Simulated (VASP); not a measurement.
# Se (R-3m) in VASP: a series of runs

Runs on Se. Level: r2SCAN+rVV10. Tasks: relaxation of cell and atoms.

All numbers are computed with VASP 6.6.1; they aren't measurements. Logs are shortened: lines on timing, memory, paths and dates and some standing lists are left out, and cuts for length are marked.

## (1) The crystal as given

Symmetry: R-3m, No. 166, trigonal system. The conventional cell has a = 3.850 Å, b = 3.850 Å, c = 2.645 Å, α = 90.00°, β = 90.00°, γ = 120.00°. Se (site symmetry -3m) is surrounded by 8 Se at 2.39 to 2.65 Å.

This isn't the form of Se at room conditions, which is trigonal, of chains.

## (2) Relaxation of cell and atoms, r2SCAN+rVV10, target pressure 125 GPa, at which the enthalpy is minimised

The input, INCAR:

```
ALGO = Normal ; BPARAM = 11.95
CPARAM = 0.0093 ; EDIFF = 1E-7
EDIFFG = -0.002 ; ENCUT = 520
IBRION = 2 ; ISIF = 3
ISMEAR = 0 ; IVDW_NL = 2
LASPH = True ; LCHARG = False
LMIXTAU = True ; LREAL = False
LUSE_VDW = True ; LWAVE = False
METAGGA = R2SCAN ; NELM = 60
NSW = 80 ; PREC = Accurate
PSTRESS = 1250.0 ; SIGMA = 0.02
```

The input, KPOINTS:

```
k-points
0
Gamma
  15 15 15
```

The input, POSCAR:

```
Se
1.0
    1.9250000000      1.1113992700      0.8816666700
   -1.9250000000      1.1113992700      0.8816666700
    0.0000000000     -2.2227985400      0.8816666700
Se
1
Direct
    0.0000000000      0.0000000000      0.0000000000
```

Potentials or basis: VASP PAW PBE potentials, release 64 (Se).

Command:

```
> cat potpaw_PBE.64/Se/POTCAR > POTCAR
> mpirun -np 1 vasp_std > vasp.out
```

OUTCAR:

```text
BPARAM = 11.95
   EDIFF = 1E-7
   EDIFFG = -0.002
   ENCUT = 520
   IBRION = 2
   ISIF = 3
   ISMEAR = 0
   IVDW_NL = 2
   LASPH = True
   LREAL = False
   METAGGA = R2SCAN
   NELM = 60
   NSW = 80
   PREC = Accurate
   PSTRESS = 1250.0

 ion  position               nearest neighbor table
   1  0.000  0.000  0.000-

  LATTYP: Found a trigonal (rhomboedric) cell.
 ALAT       =     2.3912694232
 COS(alpha) =    -0.2960878580

  Lattice vectors:

 A1 = (   1.9250000000,   1.1113992700,   0.8816666700)
 A2 = (  -1.9250000000,   1.1113992700,   0.8816666700)
 A3 = (   0.0000000000,  -2.2227985400,   0.8816666700)

Analysis of symmetry for initial positions (statically):
=====================================================================
 Subroutine PRICEL returns:
 Original cell was already a primitive cell.

 Routine SETGRP: Setting up the symmetry group for a
 trigonal (rhombohedral) supercell.

 Subroutine GETGRP returns: Found 12 space group operations
 (whereof 12 operations were pure point group operations)
 out of a pool of 12 trial point group operations.

The static configuration has the point symmetry D_3d.

Analysis of symmetry for dynamics (positions and initial velocities):
=====================================================================
 Subroutine PRICEL returns:
 Original cell was already a primitive cell.

 Routine SETGRP: Setting up the symmetry group for a
 trigonal (rhombohedral) supercell.

 Subroutine GETGRP returns: Found 12 space group operations
 (whereof 12 operations were pure point group operations)
 out of a pool of 12 trial point group operations.

The dynamic configuration has the point symmetry D_3d.

 Subroutine INISYM returns: Found 12 space group operations
 (whereof 12 operations are pure point group operations),
 and found     1 'primitive' translations

----------------------------------------------------------------------------------------

                                     Primitive cell

  volume of cell :      11.3177

  direct lattice vectors                    reciprocal lattice vectors
     1.925000000  1.111399270  0.881666670     0.259740260  0.149961109  0.378071832
    -1.925000000  1.111399270  0.881666670    -0.259740260  0.149961109  0.378071832
     0.000000000 -2.222798540  0.881666670     0.000000000 -0.299922217  0.378071832

  length of vectors
     2.391269423  2.391269423  2.391269426     0.482588486  0.482588486  0.482588486

  position of ions in fractional coordinates (direct lattice)
     0.000000000  0.000000000  0.000000000

  ion indices of the primitive-cell ions
   primitive index   ion index
                 1           1

----------------------------------------------------------------------------------------

 KPOINTS: k-points

Automatic generation of k-mesh.
 Grid dimensions read from file:
 generate k-points for:   15   15   15

 Generating k-lattice:

  Cartesian coordinates                     Fractional coordinates (reciprocal lattice)
     0.017316017  0.009997407  0.025204789     0.066666667  0.000000000  0.000000000
    -0.017316017  0.009997407  0.025204789     0.000000000  0.066666667  0.000000000
     0.000000000 -0.019994814  0.025204789     0.000000000  0.000000000  0.066666667

  Length of vectors
     0.032172566  0.032172566  0.032172566

  Shift w.r.t. Gamma in fractional coordinates (k-lattice)
     0.000000000  0.000000000  0.000000000

 Subroutine IBZKPT returns following result:
 ===========================================

 Found    344 irreducible k-points:

 Following reciprocal coordinates:
            Coordinates               Weight
  0.000000  0.000000  0.000000      1.000000
  0.066667  0.000000  0.000000      6.000000
  0.133333  0.000000  0.000000      6.000000
  0.200000 -0.000000  0.000000      6.000000
  0.266667  0.000000  0.000000      6.000000
  0.333333 -0.000000  0.000000      6.000000
[... 16 lines left out ...]
  0.133333  0.133333  0.000000      6.000000
  0.200000  0.133333  0.000000     12.000000
 [... further k-points ...]
   k-points           NKPTS =    344   k-points in BZ     NKDIM =    344   number of bands    NBANDS=      7
   number of dos      NEDOS =    301   number of ions     NIONS =      1
   total plane-waves  NPLWV =   5832
   dimension x,y,z NGX =    18 NGY =   18 NGZ =   18
   dimension x,y,z NGXF=    36 NGYF=   36 NGZF=   36
   ions per type =               1
   NGX,Y,Z   is equivalent  to a cutoff of  12.51, 12.51, 12.51 a.u.
   NGXF,Y,Z  is equivalent  to a cutoff of  25.03, 25.03, 25.03 a.u.
 SYSTEM =  unknown system
   PREC   = accura    normal or accurate (medium, high low for compatibility)
   ISTART =      0    job   : 0-new  1-cont  2-samecut
   ICHARG =      2    charge: 1-file 2-atom 10-const
   ISPIN  =      1    spin polarized calculation?
   LNONCOLLINEAR =      F non collinear calculations
   LSORBIT =      F    spin-orbit coupling
   LASPH  =      T    aspherical Exc in radial PAW
   ENCUT  =  520.0 eV  38.22 Ry    6.18 a.u.   4.45  4.45  4.45*2*pi/ulx,y,z
   NELM   =     60;   NELMIN=  2; NELMDL= -5     # of ELM steps
   EDIFF  = 0.1E-06   stopping-criterion for ELM
   LREAL  =      F    real-space projection
   EDIFFG = -.2E-02   stopping-criterion for IOM
   NSW    =     80    number of steps for IOM
   IBRION =      2    ionic relax: 0-MD 1-quasi-New 2-CG
   NFREE  =      1    steps in history (QN), initial steepest desc. (CG)
   ISIF   =      3    stress and relaxation
   ISYM   =      2    0-nonsym 1-usesym 2-fastsym
   POTIM  = 0.5000    time-step for ionic-motion
   TEBEG  =    0.0;   TEEND  =   0.0 temperature during run
   PSTRESS= 1250.0 pullay stress
   NELECT =       6.0000    total number of electrons
   NUPDOWN=      -1.0000    fix difference up-down
   EMIN   =  10.00;   EMAX   =-10.00  energy-range for DOS
   EFERMI =   0.00;   METHOD = LEGACY
   ISMEAR =     0;   SIGMA  =   0.02  broadening in eV -4-tet -1-fermi 0-gaus
   EFERMI_NEDOS =   21; number of points for ismear=-14 and -15
   IALGO  =     38    algorithm
   IMIX   =      4    mixing-type and parameters
     AMIX     =   0.40;   BMIX     =  1.00
     AMIX_MAG =   1.60;   BMIX_MAG =  1.00
  volume/ion in A,a.u.               =      11.32        76.38
  Fermi-wavevector in a.u.,A,eV,Ry     =   1.324971  2.503832 23.885687  1.755548
  Thomas-Fermi vector in A             =   2.454466
   LORBIT       =      0    0 simple, 1 ext, 2 COOP (PROOUT), +10 PAW based schemes
   METAGGA = R2SCAN    functional components
   LHFCALC =     F    Hartree Fock is set to
   AEXX    =    0.0000 exact exchange contribution
   IVDW_NL    =     2    kernel type
   BPARAM     =11.9500
   IVDW    =     0    specifies the selected vdW correction
   LEPSILON=     F    determine dielectric tensor
   LRPA    =     F    only Hartree local field effects (RPA)
 conjugate gradient relaxation of ions
 non-spin polarized calculation
 Gauss-broadening in eV      SIGMA  =   0.02
  energy-cutoff  :      520.00
  volume of cell :       11.32
 maximum number of plane-waves:       313
 NGX is ok and might be reduce to    18

--------------------------------------- Ionic step        1  -------------------------------------------

 number of electron       6.0000000 magnetization

 Free energy of the ion-electron system (eV)
  ---------------------------------------------------
  ext. energy  EPLUGINS =         0.00000000
  ---------------------------------------------------
  free energy    TOTEN  =       -10.89998212 eV

  energy without entropy =      -10.89993479  energy(sigma->0) =      -10.89995845

------------------------ aborting loop because EDIFF is reached ----------------------------------------

  FORCE on cell =-STRESS in cart. coord.  units (eV):
  Direction    XX          YY          ZZ          XY          YZ          ZX
  --------------------------------------------------------------------------------------
  -------------------------------------------------------------------------------------
  Total       11.5053671     11.5053672     11.3440481      0.0000000     -0.0000000      0.0000000
  in kB     1628.7504527   1628.7504580   1605.9134149      0.0000000     -0.0000000      0.0000000
  external PRESSURE =     371.1381085 kB  Pullay stress =    1250.0000000 kB
[... 22 lines left out ...]
  enthalpy is  TOTEN    =        -2.0700788606 eV   P V=        8.8299032566

--------------------------------------- Ionic step        2  -------------------------------------------

 number of electron       6.0000002 magnetization

 E-fermi :   8.4975     XC(G=0): -12.2831

 val. band max:        8.4953676584   @ k =   0.2667   0.2667   0.0667
 cond. band min:       8.5132219155   @ k =  -0.4000   0.4000   0.2000
 fundamental gap:      0.0178542571
 Fermi energy:         8.4974513195

 k-point     1 :       0.0000    0.0000    0.0000
  band No.  band energies     occupation
      1     -10.8698      2.00000
      2      11.7190      0.00000
      3      13.3591      0.00000
      4      13.3591      0.00000
      5      20.7309      0.00000
      6      20.7309      0.00000
      7      22.1053      0.00000
[... 295 lines left out ...]
  FREE ENERGIE OF THE ION-ELECTRON SYSTEM (eV)
  ---------------------------------------------------
  free  energy   TOTEN  =       -11.6649051457 eV

  energy  without entropy=      -11.6648781647  energy(sigma->0) =      -11.66489166

  enthalpy is  TOTEN    =        -2.1521057083 eV   P V=        9.5127994374

[... ionic steps 4 to 7 ...]

--------------------------------------- Ionic step        8  -------------------------------------------

 number of electron       6.0000000 magnetization

------------------------ aborting loop because EDIFF is reached ----------------------------------------

  FORCE on cell =-STRESS in cart. coord.  units (eV):
  Direction    XX          YY          ZZ          XY          YZ          ZX
  --------------------------------------------------------------------------------------
  -------------------------------------------------------------------------------------
  Total        9.3220703      9.3220704      9.3390423      0.0000000      0.0000000      0.0000000
  in kB     1232.9006476   1232.9006608   1235.1452941      0.0000000      0.0000000      0.0000000
  external PRESSURE =     -16.3511325 kB  Pullay stress =    1250.0000000 kB
[... 59 lines left out ...]
  enthalpy is  TOTEN    =        -2.1542934544 eV   P V=        9.4211547778

--------------------------------------- Ionic step       10  -------------------------------------------

 number of electron       6.0000000 magnetization

 Free energy of the ion-electron system (eV)
  ---------------------------------------------------
  ext. energy  EPLUGINS =         0.00000000
  ---------------------------------------------------
  free energy    TOTEN  =       -11.57596687 eV

  energy without entropy =      -11.57587899  energy(sigma->0) =      -11.57592293

 E-fermi :  13.5838     XC(G=0): -13.8920

 val. band max:       13.5833868690   @ k =  -0.3333   0.2000   0.1333
 cond. band min:      13.6107577367   @ k =   0.2000   0.2000   0.0667
 fundamental gap:      0.0273708676
 Fermi energy:        13.5837983575

 k-point     1 :       0.0000    0.0000    0.0000
  band No.  band energies     occupation
      1     -10.0689      2.00000
      2      18.5957      0.00000
      3      20.9715      0.00000
      4      20.9715      0.00000
      5      26.1384      0.00000
      6      26.1384      0.00000
      7      28.7078      0.00000
[... 258 lines left out ...]
  FREE ENERGIE OF THE ION-ELECTRON SYSTEM (eV)
  ---------------------------------------------------
  free  energy   TOTEN  =       -11.5759668718 eV

  energy  without entropy=      -11.5758789885  energy(sigma->0) =      -11.57592293

  enthalpy is  TOTEN    =        -2.1542934531 eV   P V=        9.4216734187

 reached required accuracy - stopping structural energy minimisation
```

It took 7.9 min on 1 thread of Intel Xeon Platinum 8488C (Sapphire Rapids), shared host; peak memory 0.22 GiB.

What came out:

```
Free energy                                            : -11.5760 eV
Relaxed volume                                         : 12.08 Å³/atom
Relaxed cell                                           : a = 2.442 Å, b = 2.442 Å, c = 2.442 Å, α = 107.15°, β = 107.15°, γ = 107.15°
Space group after relaxing (to 0.05 Å)                 : R-3m (No. 166)
Energy change on relaxing (the enthalpy is what falls) : -676.0 meV/atom
Ionic steps                                            : 10
Pressure after relaxing                                : 125.0 GPa
Band gap on the k mesh                                 : none (metal or under the smearing width)
```

Step by step:
```csv
step,energy change (eV),largest force (eV/Å),pressure (GPa),volume (Å³)
1,0.0000,0.0000,162.11,11.32
2,-2.3703,0.0000,28.24,16.18
3,-0.7649,0.0000,119.85,12.19
4,-0.6757,0.0000,124.83,12.08
5,-0.6636,0.0000,125.50,12.06
6,-0.6685,0.0000,125.46,12.07
7,-0.6676,0.0000,125.46,12.07
8,-0.7055,0.0000,123.36,12.11
9,-0.6755,0.0000,125.03,12.08
10,-0.6760,0.0000,125.00,12.08
```

Final structure:
```xyz
1
Lattice="1.9648 1.1344 0.9030 -1.9648 1.1344 0.9030 0.0000 -2.2688 0.9030" Properties=species:S:1:pos:R:3 pbc="T T T"
Se    0.0000   -2.2688    0.9030
```

Caveat: the cell is relaxed towards a set pressure, so the enthalpy falls and the energy may rise; the PAW data sets were made with another functional, which shifts forces and pressure a little.

(Continued in part 2 of 2.)
